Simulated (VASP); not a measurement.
**Mg: relaxation of cell and atoms with PBE**

Crystal: Mg.

```xyz
2
Lattice="3.2093 0.0000 0.0000 -1.6046 2.7793 0.0000 0.0000 0.0000 5.2103" Properties=species:S:1:pos:R:3 pbc="T T T"
Mg    1.6047    0.9264    3.9077
Mg    0.0000    1.8529    1.3026
```

```
Program                : VASP 6.6.1
Task                   : relaxation of cell and atoms
Functional             : PBE
Potentials or basis    : VASP PAW PBE potentials, release 64 (Mg)
Cutoff                 : 580 eV
k mesh                 : 10 × 10 × 5
Occupations            : fermi-dirac, width 0.05 eV
Spin                   : no spin polarisation
Further INCAR settings : ALGO = Normal; EDIFF = 1e-06; IBRION = 2; EDIFFG = -0.02; NSW = 40; ISIF = 3
```

* Relaxed volume: 22.93 Å³/atom
* Relaxed cell: a = 3.164 Å, b = 3.164 Å, c = 5.289 Å, α = 90.00°, β = 90.00°, γ = 120.00°
* Space group after relaxing (to 0.05 Å): P6_3/mmc (No. 194)
* Energy gained by relaxing: 2.9 meV/atom
* Ionic steps: 6
* Pressure after relaxing: 0.0 GPa
* Band gap on the k mesh: none (metal or under the smearing width)

The path:
| step | energy change (eV) | largest force (eV/Å) | pressure (GPa) | volume (Å³) |
| --- | --- | --- | --- | --- |
| 1 | 0.0000 | 0.0000 | -0.50 | 46.47 |
| 2 | -0.0028 | 0.0000 | -0.12 | 45.99 |
| 3 | -0.0044 | 0.0000 | 0.44 | 45.32 |
| 4 | -0.0054 | 0.0000 | 0.33 | 45.48 |
| 5 | -0.0054 | 0.0000 | 0.34 | 45.46 |
| 6 | -0.0058 | 0.0000 | 0.02 | 45.85 |

Final structure:
```
CELL_PARAMETERS angstrom
3.16382 0.00000 0.00000
-1.58191 2.73995 0.00000
0.00000 0.00000 5.28930
ATOMIC_POSITIONS crystal
Mg 0.66667 0.33333 0.75000
Mg 0.33333 0.66667 0.25000
```

Levels at points of the mesh, in eV from the Fermi level:
```tsv
k point	band 1	band 2	band 3	band 4	band 5
(0.00, 0.00, 0.00)	-6.98	-1.88	-1.56	11.21	11.21
(0.50, 0.00, 0.00)	-2.12	-2.07	2.58	2.92	3.04
```

Wall time 34 s on 1 thread of Intel(R) Xeon(R) Platinum 8559C (Emerald Rapids) (shared host), peak memory 0.18 GiB.
